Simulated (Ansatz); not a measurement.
**Y: eigenvalues along the path**

```xyz
2
Lattice="0.0000 3.5190 3.5190 3.5190 0.0000 3.5190 3.5190 3.5190 0.0000" Properties=species:S:1:pos:R:3 pbc="T T T"
Y     0.0000    0.0000    0.0000
Y     1.7595    1.7595    1.7595
```

Atoms are numbered in the order listed.

The cell was built from the diamond type and relaxed in the same program, and has space group Fd-3m; it needn't be a known or the stable phase.

The calculation used DFT, PBE, all-electron LAPW, scalar-relativistic (Ansatz 0.2.0).

Numerical set-up: a Γ-centred 9×9×9 k mesh, Fermi–Dirac smearing of 0.05 eV, basis error target 1 meV/atom, no spin polarisation.

Path points, in fractions of the reciprocal vectors: Γ (0.000, 0.000, 0.000), X (0.500, 0.000, 0.500), U (0.625, 0.250, 0.625), K (0.375, 0.375, 0.750), L (0.500, 0.500, 0.500), W (0.500, 0.250, 0.750). Levels in eV from the Fermi level; bands 25 to 31, counted from the lowest band of the run. The gap is zero.

```
# k(1/Å) point b25 b26 b27 b28 b29 b30 b31
0.000 Γ -3.61 -0.04 -0.04 0.45 0.45 0.45 1.99
0.064 - -3.59 -0.09 -0.03 0.45 0.45 0.49 1.94
0.128 - -3.53 -0.19 0.00 0.47 0.47 0.58 1.80
0.191 - -3.44 -0.32 0.06 0.49 0.49 0.69 1.59
0.255 - -3.30 -0.45 0.13 0.52 0.52 0.80 1.34
0.319 - -3.12 -0.57 0.23 0.55 0.55 0.89 1.07
0.383 - -2.92 -0.69 0.36 0.58 0.58 0.79 0.97
0.446 - -2.67 -0.80 0.50 0.52 0.60 0.60 1.01
0.510 - -2.40 -0.88 0.26 0.61 0.61 0.66 1.02
0.574 - -2.10 -0.95 0.03 0.62 0.62 0.84 0.97
0.638 - -1.79 -1.00 -0.17 0.61 0.61 0.86 1.04
0.701 - -1.47 -1.02 -0.33 0.61 0.61 0.68 1.26
0.765 - -1.17 -1.02 -0.42 0.44 0.60 0.60 1.49
0.829 - -1.00 -0.99 -0.37 0.16 0.60 0.60 1.74
0.893 X -0.97 -0.97 -0.14 -0.14 0.59 0.59 1.99
0.915 - -0.97 -0.97 -0.14 -0.14 0.59 0.60 1.99
0.938 - -0.97 -0.96 -0.15 -0.13 0.59 0.61 1.97
0.960 - -0.98 -0.96 -0.15 -0.12 0.58 0.64 1.93
0.983 - -0.98 -0.95 -0.17 -0.11 0.56 0.67 1.90
1.005 - -0.99 -0.94 -0.19 -0.10 0.55 0.71 1.85
1.028 - -0.99 -0.93 -0.21 -0.09 0.52 0.75 1.81
1.051 - -1.00 -0.91 -0.23 -0.07 0.50 0.81 1.76
1.073 - -1.01 -0.89 -0.26 -0.05 0.47 0.87 1.72
1.096 - -1.02 -0.87 -0.29 -0.03 0.44 0.93 1.68
1.118 - -1.02 -0.85 -0.33 0.00 0.40 1.00 1.64
1.141 - -1.03 -0.83 -0.36 0.02 0.36 1.07 1.61
1.163 - -1.03 -0.80 -0.40 0.05 0.32 1.14 1.58
1.186 - -1.04 -0.78 -0.44 0.08 0.28 1.21 1.55
1.208 U -1.05 -0.75 -0.48 0.11 0.23 1.28 1.53
1.247 - -1.06 -0.74 -0.50 0.12 0.23 1.31 1.50
1.286 - -1.05 -0.76 -0.51 0.13 0.26 1.34 1.44
1.326 - -1.05 -0.79 -0.51 0.14 0.31 1.33 1.38
1.365 - -1.04 -0.83 -0.52 0.15 0.39 1.22 1.40
1.404 - -1.02 -0.87 -0.52 0.16 0.47 1.11 1.42
1.443 - -1.00 -0.91 -0.52 0.17 0.55 1.01 1.44
1.482 - -0.99 -0.92 -0.52 0.17 0.59 0.96 1.44
1.521 - -1.00 -0.91 -0.52 0.17 0.55 1.01 1.44
1.560 - -1.02 -0.87 -0.52 0.16 0.47 1.11 1.42
1.599 - -1.04 -0.83 -0.52 0.15 0.39 1.22 1.40
1.638 - -1.05 -0.79 -0.51 0.14 0.31 1.33 1.38
1.677 - -1.05 -0.76 -0.51 0.13 0.26 1.34 1.44
1.716 - -1.06 -0.74 -0.50 0.12 0.23 1.31 1.50
1.755 K -1.05 -0.75 -0.48 0.11 0.23 1.28 1.53
1.823 - -1.11 -0.66 -0.58 0.09 0.20 1.43 1.47
1.890 - -1.26 -0.59 -0.55 -0.04 0.28 1.43 1.48
1.958 - -1.49 -0.52 -0.45 -0.16 0.35 1.39 1.42
2.026 - -1.76 -0.39 -0.35 -0.25 0.42 1.33 1.36
2.093 - -2.04 -0.33 -0.27 -0.22 0.47 1.22 1.31
2.161 - -2.33 -0.37 -0.20 -0.01 0.52 1.13 1.25
2.229 - -2.60 -0.40 -0.16 0.20 0.55 1.07 1.17
2.296 - -2.85 -0.39 -0.13 0.39 0.57 1.07 1.08
2.364 - -3.08 -0.36 -0.10 0.49 0.57 0.97 1.17
2.431 - -3.26 -0.31 -0.09 0.51 0.55 0.84 1.37
2.499 - -3.42 -0.23 -0.07 0.49 0.52 0.72 1.59
2.567 - -3.53 -0.15 -0.06 0.47 0.48 0.59 1.80
2.634 - -3.59 -0.08 -0.05 0.45 0.46 0.49 1.94
2.702 Γ -3.61 -0.04 -0.04 0.45 0.45 0.45 1.99
2.757 - -3.60 -0.06 -0.06 0.44 0.47 0.47 1.96
2.812 - -3.55 -0.09 -0.09 0.44 0.52 0.52 1.86
2.868 - -3.48 -0.13 -0.13 0.43 0.60 0.60 1.71
2.923 - -3.38 -0.16 -0.16 0.42 0.67 0.67 1.52
2.978 - -3.25 -0.19 -0.19 0.41 0.74 0.74 1.29
3.033 - -3.10 -0.21 -0.21 0.41 0.78 0.78 1.05
3.089 - -2.93 -0.21 -0.21 0.41 0.79 0.79 0.79
3.144 - -2.74 -0.20 -0.20 0.41 0.54 0.78 0.78
3.199 - -2.53 -0.18 -0.18 0.27 0.45 0.73 0.73
3.254 - -2.32 -0.16 -0.16 0.02 0.47 0.68 0.68
3.309 - -2.11 -0.21 -0.12 -0.12 0.50 0.61 0.61
3.365 - -1.91 -0.42 -0.08 -0.08 0.53 0.55 0.55
3.420 - -1.76 -0.57 -0.06 -0.06 0.50 0.50 0.55
3.475 L -1.70 -0.64 -0.05 -0.05 0.49 0.49 0.56
3.520 - -1.69 -0.65 -0.06 -0.04 0.50 0.51 0.57
3.565 - -1.66 -0.68 -0.09 -0.04 0.53 0.53 0.62
3.610 - -1.62 -0.73 -0.15 -0.02 0.53 0.57 0.73
3.656 - -1.55 -0.78 -0.21 0.01 0.51 0.61 0.87
3.701 - -1.47 -0.83 -0.28 0.05 0.49 0.66 1.02
3.746 - -1.38 -0.88 -0.35 0.10 0.47 0.72 1.18
3.791 - -1.27 -0.92 -0.41 0.16 0.45 0.77 1.32
3.836 - -1.16 -0.95 -0.47 0.22 0.43 0.82 1.42
3.881 - -1.05 -0.97 -0.52 0.24 0.46 0.88 1.47
3.926 - -0.99 -0.96 -0.53 0.20 0.54 0.93 1.46
3.971 - -0.99 -0.90 -0.50 0.13 0.64 0.99 1.42
4.016 - -0.98 -0.90 -0.41 0.05 0.77 1.05 1.35
4.061 - -0.96 -0.92 -0.30 -0.06 0.90 1.09 1.26
4.106 W -0.94 -0.94 -0.17 -0.17 1.03 1.03 1.23
4.138 - -0.94 -0.94 -0.17 -0.17 1.01 1.01 1.25
4.170 - -0.94 -0.94 -0.17 -0.17 0.97 0.97 1.31
4.202 - -0.94 -0.94 -0.17 -0.17 0.91 0.91 1.38
4.234 - -0.95 -0.95 -0.17 -0.17 0.86 0.86 1.45
4.266 - -0.95 -0.95 -0.16 -0.16 0.81 0.81 1.53
4.298 - -0.95 -0.95 -0.16 -0.16 0.77 0.77 1.60
4.330 - -0.96 -0.96 -0.16 -0.16 0.73 0.73 1.68
4.362 - -0.96 -0.96 -0.15 -0.15 0.69 0.69 1.75
4.393 - -0.96 -0.96 -0.15 -0.15 0.66 0.66 1.81
4.425 - -0.96 -0.96 -0.14 -0.14 0.64 0.64 1.87
4.457 - -0.97 -0.97 -0.14 -0.14 0.62 0.62 1.92
4.489 - -0.97 -0.97 -0.14 -0.14 0.61 0.61 1.96
4.521 - -0.97 -0.97 -0.14 -0.14 0.60 0.60 1.99
4.553 X -0.97 -0.97 -0.14 -0.14 0.59 0.59 1.99
```
